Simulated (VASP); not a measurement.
# SnTe (Fm-3m) in VASP: notebook

Runs on SnTe. Level: PBE. Tasks: single point, relaxation of cell and atoms.

Everything below comes from runs of VASP 6.6.1. Logs are shortened: lines on timing, memory, paths and dates and some standing lists are left out, and cuts for length are marked.

**What was measured.**

From a printed reference work, textbook, for a bulk crystal of SnTe at 300 K: band gap 0.18 eV (direct).

The results are compared with them further down.

## 1. The cell of the first run

The structure is cubic, space group Fm-3m (No. 225). The conventional cell has a = 6.413 Å, b = 6.413 Å, c = 6.413 Å, α = 90.00°, β = 90.00°, γ = 90.00°. Within 4.2 Å of Sn (site symmetry m-3m) lie 6 Te at 3.21 Å. Within 4.2 Å of Te (site symmetry m-3m) lie 6 Sn at 3.21 Å.

## 2. Single point, PBE

The input, INCAR:

```
SYSTEM = SnTe
  PREC = Accurate
  ENCUT = 520
  EDIFF = 1E-6
  ISMEAR = 0
  SIGMA = 0.01
  LREAL = .False.
  LASPH = .True.
  NELM = 80
  ALGO = Normal
  ISIF = 2
  LWAVE = .False.
  LCHARG = .True.
  GGA = PE
  LELF = .True.
  LVHAR = .True.
  NBANDS = 17
```

The input, KPOINTS:

```
Automatic mesh
0
Gamma
  10 10 10
  0 0 0
```

The input, POSCAR:

```
SnTe
1.0
    0.0000000000      3.2064870250      3.2064870250
    3.2064870250      0.0000000000      3.2064870250
    3.2064870250      3.2064870250      0.0000000000
Sn Te
1 1
Direct
    0.0000000000      0.0000000000      0.0000000000
    0.5000000000      0.5000000000      0.5000000000
```

Potentials or basis: VASP PAW PBE potentials, release 64 (Sn_d, Te).

The run is started by

```sh
> cat potpaw_PBE.64/Sn_d/POTCAR potpaw_PBE.64/Te/POTCAR > POTCAR
> mpirun -np 1 vasp_std > vasp.out
```

OUTCAR:

```text
SYSTEM = SnTe
   PREC = Accurate
   ENCUT = 520
   EDIFF = 1E-6
   ISMEAR = 0
   LREAL = .False.
   LASPH = .True.
   NELM = 80
   ISIF = 2
   GGA = PE

 ion  position               nearest neighbor table
   1  0.000  0.000  0.000-   2 3.21   2 3.21   2 3.21   2 3.21   2 3.21   2 3.21
   2  0.500  0.500  0.500-   1 3.21   1 3.21   1 3.21   1 3.21   1 3.21   1 3.21

  LATTYP: Found a face centered cubic cell.
 ALAT       =     6.4129740500

  Lattice vectors:

 A1 = (   0.0000000000,   3.2064870250,   3.2064870250)
 A2 = (   3.2064870250,   0.0000000000,   3.2064870250)
 A3 = (   3.2064870250,   3.2064870250,   0.0000000000)

Analysis of symmetry for initial positions (statically):
=====================================================================
 Subroutine PRICEL returns:
 Original cell was already a primitive cell.

 Routine SETGRP: Setting up the symmetry group for a
 face centered cubic supercell.

 Subroutine GETGRP returns: Found 48 space group operations
 (whereof 48 operations were pure point group operations)
 out of a pool of 48 trial point group operations.

The static configuration has the point symmetry O_h .

Analysis of symmetry for dynamics (positions and initial velocities):
=====================================================================
 Subroutine PRICEL returns:
 Original cell was already a primitive cell.

 Routine SETGRP: Setting up the symmetry group for a
 face centered cubic supercell.

 Subroutine GETGRP returns: Found 48 space group operations
 (whereof 48 operations were pure point group operations)
 out of a pool of 48 trial point group operations.

The dynamic configuration has the point symmetry O_h .

 Subroutine INISYM returns: Found 48 space group operations
 (whereof 48 operations are pure point group operations),
 and found     1 'primitive' translations

----------------------------------------------------------------------------------------

                                     Primitive cell

  volume of cell :      65.9354

  direct lattice vectors                    reciprocal lattice vectors
     0.000000000  3.206487025  3.206487025    -0.155933892  0.155933892  0.155933892
     3.206487025  0.000000000  3.206487025     0.155933892 -0.155933892  0.155933892
     3.206487025  3.206487025  0.000000000     0.155933892  0.155933892 -0.155933892

  length of vectors
     4.534657438  4.534657438  4.534657438     0.270085423  0.270085423  0.270085423

  position of ions in fractional coordinates (direct lattice)
[... 74 lines left out ...]
   LNONCOLLINEAR =      F non collinear calculations
   LSORBIT =      F    spin-orbit coupling
   LASPH  =      T    aspherical Exc in radial PAW
   ENCUT  =  520.0 eV  38.22 Ry    6.18 a.u.   8.43  8.43  8.43*2*pi/ulx,y,z
   NELM   =     80;   NELMIN=  2; NELMDL= -5     # of ELM steps
   EDIFF  = 0.1E-05   stopping-criterion for ELM
   LREAL  =      F    real-space projection
   EDIFFG = 0.1E-04   stopping-criterion for IOM
   NSW    =      0    number of steps for IOM
   IBRION =     -1    ionic relax: 0-MD 1-quasi-New 2-CG
   NFREE  =      0    steps in history (QN), initial steepest desc. (CG)
   ISIF   =      2    stress and relaxation
   ISYM   =      2    0-nonsym 1-usesym 2-fastsym
   POTIM  = 0.5000    time-step for ionic-motion
   TEBEG  =    0.0;   TEEND  =   0.0 temperature during run
   PSTRESS=    0.0 pullay stress
   NELECT =      20.0000    total number of electrons
   NUPDOWN=      -1.0000    fix difference up-down
   EMIN   =  10.00;   EMAX   =-10.00  energy-range for DOS
   EFERMI =   0.00;   METHOD = LEGACY
   ISMEAR =     0;   SIGMA  =   0.01  broadening in eV -4-tet -1-fermi 0-gaus
   EFERMI_NEDOS =   21; number of points for ismear=-14 and -15
   IALGO  =     38    algorithm
   IMIX   =      4    mixing-type and parameters
     AMIX     =   0.40;   BMIX     =  1.00
     AMIX_MAG =   1.60;   BMIX_MAG =  1.00
  volume/ion in A,a.u.               =      32.97       222.48
  Fermi-wavevector in a.u.,A,eV,Ry     =   1.099965  2.078632 16.461987  1.209922
  Thomas-Fermi vector in A             =   2.236368
   LORBIT       =      0    0 simple, 1 ext, 2 COOP (PROOUT), +10 PAW based schemes
   GGA     = PE    functional components
   LHFCALC =     F    Hartree Fock is set to
   AEXX    =    0.0000 exact exchange contribution
   IVDW    =     0    specifies the selected vdW correction
   LEPSILON=     F    determine dielectric tensor
   LRPA    =     F    only Hartree local field effects (RPA)
 non-spin polarized calculation
 Gauss-broadening in eV      SIGMA  =   0.01
  energy-cutoff  :      520.00
  volume of cell :       65.94
 maximum number of plane-waves:      1807
 NGX is ok and might be reduce to    36
   NGX = 17   NGY = 17   NGZ = 17

 number of electron      20.0000005 magnetization

 Free energy of the ion-electron system (eV)
  ---------------------------------------------------
  ext. energy  EPLUGINS =         0.00000000
  ---------------------------------------------------
  free energy    TOTEN  =        -7.56494357 eV

  energy without entropy =       -7.56494355  energy(sigma->0) =       -7.56494356

 E-fermi :   6.3338     XC(G=0):  -9.2594

 val. band max:        6.3060977456   @ k =   0.5000   0.0000   0.0000
 cond. band min:       6.3616000315   @ k =   0.5000   0.0000   0.0000
 fundamental gap:      0.0555022859
 Fermi energy:         6.3338488868

 k-point     1 :       0.0000    0.0000    0.0000
  band No.  band energies     occupation
      1     -15.5707      2.00000
      2     -15.5707      2.00000
      3     -15.5678      2.00000
      4     -15.5678      2.00000
      5     -15.5678      2.00000
      6      -6.1089      2.00000
[... 457 lines left out ...]
      4     -15.5613      2.00000
      5     -15.5610      2.00000
      6      -5.0383      2.00000
[... 9 lines left out ...]
     16      15.3892      0.00000
     17      15.8385      0.00000

 [... further k-points ...]
[... 5 lines left out ...]
  --------------------------------------------------------------------------------------
  -------------------------------------------------------------------------------------
  Total       -0.0424030     -0.0424030     -0.0424030      0.0000000      0.0000000     -0.0000000
  in kB       -1.0303594     -1.0303594     -1.0303594      0.0000000      0.0000000     -0.0000000
  external PRESSURE =      -1.0303594 kB  Pullay stress =       0.0000000 kB

 VOLUME and BASIS-vectors are now :
 -----------------------------------------------------------------------------
  energy-cutoff  :      520.00
  volume of cell :       65.94
      direct lattice vectors                 reciprocal lattice vectors
     0.000000000  3.206487025  3.206487025    -0.155933892  0.155933892  0.155933892
     3.206487025  0.000000000  3.206487025     0.155933892 -0.155933892  0.155933892
     3.206487025  3.206487025  0.000000000     0.155933892  0.155933892 -0.155933892

 POSITION                                       TOTAL-FORCE (eV/Angst)
 -----------------------------------------------------------------------------------
      0.00000      0.00000      0.00000        -0.000000     -0.000000      0.000000
      3.20649      3.20649      3.20649         0.000000      0.000000     -0.000000
 -----------------------------------------------------------------------------------
    total drift:                               -0.000000      0.000000      0.000000

  FREE ENERGIE OF THE ION-ELECTRON SYSTEM (eV)
  ---------------------------------------------------
  free  energy   TOTEN  =        -7.5649435681 eV

  energy  without entropy=       -7.5649435477  energy(sigma->0) =       -7.56494356
```

stdout:

```text
POSCAR found type information on POSCAR SnTe
 POSCAR found :  2 types and       2 ions
 scaLAPACK will be used
 LDA part: xc-table for (Slater+PW92), standard interpolation
 POSCAR, INCAR and KPOINTS ok, starting setup
 FFT: planning ... GRIDC
 FFT: planning ... GRID_SOFT
 FFT: planning ... GRID
 WAVECAR not read
 entering main loop
```

It took 22 s on 1 thread of Intel Xeon Platinum 8559C (Emerald Rapids), shared host; peak memory 0.22 GiB.

Results:

| Quantity | Value |
| --- | --- |
| Free energy | -7.5649 eV |
| Pressure | -0.1 GPa |
| Band gap on the k mesh | 0.06 eV, direct |

Caveat: spin-orbit coupling is left out, which moves the levels of the heavy elements.

(Part 1 of 2 ends here.)
